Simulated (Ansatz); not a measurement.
The parent structure is InN in the wurtzite structure (space group P6_3mc, No. 186; a = 3.5373 Å, c = 5.7140 Å). Axes: x lies along a and z along c of the hexagonal cell.

The values are results of PBEsol (Ansatz, a first-principles code, PAW, no spin-orbit coupling), earlier PAW set, not measurements.

Strains are applied to the cell and any free atomic positions relax; under biaxial strain the out-of-plane vector relaxes too.

One change was made to it. Results:

```csv
quantity,base,after
"pressure (mean of the normal stresses, compression positive)",0.0 GPa,3.0 GPa
band gap,zero,zero
volume per atom,15.48 Å³,15.15 Å³
```

### Question
What was done to the base?
A. uniaxial strain ε_xx = −3.11 %
B. isotropic strain −5.62 %
C. isotropic strain −1.99 %
D. biaxial strain −1.72 %, plane normal [001], relaxed out of plane

### Answer
D, biaxial strain −1.72 %, plane normal [001], relaxed out of plane. For comparison, the pressure in the other runs: isotropic strain −1.99 % gives 9.4 GPa; uniaxial strain ε_xx = −3.11 % gives 4.6 GPa; isotropic strain −5.62 % gives 35.0 GPa.

Stability against distortions was not tested. The final runs are not spin-polarised. Gaps under 0.05 eV, about the width of the smearing, are given as zero. The zero or small gap of InN can change with the level of theory.
